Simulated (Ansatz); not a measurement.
# CaF2 (Fm-3m): convergence test of the k-point mesh from a Python script

How fine a k-point mesh does CaF2 (Fm-3m) need? Wanted for CaF2 (Fm-3m): a convergence test of the k-point mesh.

Computed with Ansatz 0.2.0, driven from Python. Level of theory: DFT PBE, plane waves, PAW.

### Step 1. The structure

It takes space group Fm-3m (No. 225, cubic). The conventional cell has a = 5.462 Å, b = 5.462 Å, c = 5.462 Å, α = 90.00°, β = 90.00°, γ = 90.00°. Around Ca (site symmetry m-3m) lie 8 F at 2.37 Å. F (site symmetry -43m) is surrounded by 4 Ca at 2.37 Å.

The script holds or builds the structure itself.

### Step 2. Script

kconv_caf2.py

```python
import logging
import sys

import ansatz as az
import pandas as pd

logging.basicConfig(stream=sys.stdout, format="[%(levelname)s] %(message)s")
logger = logging.getLogger("ansatz_job")
logger.setLevel(logging.INFO)


def main() -> None:
    structure = (
        az.Lattice.fcc(5.462)
        .space_group(225)
        .atom("Ca", (0.0, 0.0, 0.0))
        .atom("F", (0.25, 0.75, 0.75))
        .primitive()
    )

    calculation = (
        structure.calculation()
        .functional("pbe")
        .basis(470)
        .occupations("fermi_dirac", width=50 * az.meV)
    )

    rows = []
    for value in [(2, 2, 2), (4, 4, 4), (6, 6, 6), (8, 8, 8), (10, 10, 10)]:
        rep = calculation.kpoints(mesh=value).run().report
        rows.append((value, rep["free_energy_ev"] / len(rep["lattice"]["sites"]), rep["n_iterations"], rep["n_kpoints"]))

    table = pd.DataFrame(rows, columns=["mesh", "F/atom (eV)", "iterations", "k-points"])
    print(table.round(5).to_string(index=False))

    for row in rows[:-1]:
        shift = 1000 * (row[1] - rows[-1][1])
        logger.info(f"{row[0]}: {shift:+.2f} meV/atom" + ("  (within 5 meV)" if abs(shift) < 5 else ""))


if __name__ == "__main__":
    main()
```

### Step 3. What the engine is handed

The package turns the script's settings into the engine's input (first run):

```yaml
crystal:
  lattice:
    bravais: fcc
    a: 5.462
  space_group: 225
  atoms:
    - { symbol: Ca, position: [0.0, 0.0, 0.0] }
    - { symbol: F, position: [0.25, 0.75, 0.75] }
  reduce_to_primitive: true
basis:
  ecutwfc: 470.0
kpoints:
  mp_grid:
    grid: [2, 2, 2]
hamiltonian:
  xc: pbe
scf:
  occupations:
    method: fermi_dirac
    width: 0.05
```

### Step 4. Running it

Command:

```console
> python kconv_caf2.py
```

Standard output:

```text
        mesh  F/atom (eV)  iterations  k-points
   (2, 2, 2)  -1146.59143           6         3
   (4, 4, 4)  -1146.60391           7         8
   (6, 6, 6)  -1146.60393           7        16
   (8, 8, 8)  -1146.60393           7        29
(10, 10, 10)  -1146.60393           7        47
[INFO] (2, 2, 2): +12.50 meV/atom
[INFO] (4, 4, 4): +0.01 meV/atom  (within 5 meV)
[INFO] (6, 6, 6): +0.00 meV/atom  (within 5 meV)
[INFO] (8, 8, 8): -0.00 meV/atom  (within 5 meV)
```

Run time: 5.2 s. Hardware: 1 thread of Arm Neoverse V1, shared host; peak memory 0.4 GiB.

### Step 5. Inputs of later runs

The engine's inputs for some of the other runs:

Run 3, against run 1:

```diff
@@ -14 +14 @@
-    grid: [2, 2, 2]
+    grid: [6, 6, 6]
```

Run 4, against run 1:

```diff
@@ -14 +14 @@
-    grid: [2, 2, 2]
+    grid: [8, 8, 8]
```

Run 5, against run 1:

```diff
@@ -14 +14 @@
-    grid: [2, 2, 2]
+    grid: [10, 10, 10]
```

### Step 6. What each run gave

From the records of these 5 runs:

| run | k mesh | energy from run 5 (meV/atom) | SCF cycles | CPU time (s) |
| --- | --- | --- | --- | --- |
| 1 | [2, 2, 2] | 12.50 | 6 | 0.33 |
| 2 | [4, 4, 4] | 0.01 | 7 | 0.39 |
| 3 | [6, 6, 6] | 0.00 | 7 | 0.65 |
| 4 | [8, 8, 8] | 0.00 | 7 | 1.1 |
| 5 | [10, 10, 10] | 0.00 | 7 | 1.6 |

### Step 7. Results

```
                              quantity           value
                         runs compared               5
       last run but one, from the last  -0.00 meV/atom
within 5 meV/atom of the last run from       [4, 4, 4]
```

What this shows: From 4×4×4 on it stays within 5 meV an atom of the value at 10×10×10; the first row (2×2×2) is off by 12.5 meV and the last but one by 0.00 meV. Shifts are counted from the finest mesh, which is itself no proven limit.
